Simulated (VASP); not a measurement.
The system is GaSb.

```
Sb Ga
1.0
     0.00000    3.05900    3.05900
     3.05900    0.00000    3.05900
     3.05900    3.05900    0.00000
Sb Ga
1 1
Direct
  0.75000 0.75000 0.75000
  0.00000 0.00000 0.00000
```

Base run:

| Quantity | Value |
| --- | --- |
| Program | VASP 6.6.1 |
| Functional | MS2 |
| Potentials or basis | VASP PAW PBE potentials, release 64 (Sb, Ga_d) |
| Cutoff | 520 eV |
| k mesh | 8 × 8 × 8 |
| Occupations | fermi-dirac, width 0.05 eV |
| Spin | no spin polarisation |

Its results: band gap on the k mesh 0.34 eV, direct; pressure -0.2 GPa.

Q: The run is repeated on the same cell with these changes: functional from MS2 to TPSS; further incar settings from ALGO = Normal; EDIFF = 1e-06; NBANDS = 16 to ALGO = Normal; EDIFF = 1e-07; NBANDS = 16. What comes out?

A: Band gap on the k mesh 0.16 eV, direct; pressure 1.3 GPa.

Caveats: the PAW data sets were made with another functional, which shifts forces and pressure a little; spin-orbit coupling is left out, which moves the levels of the heavy elements.
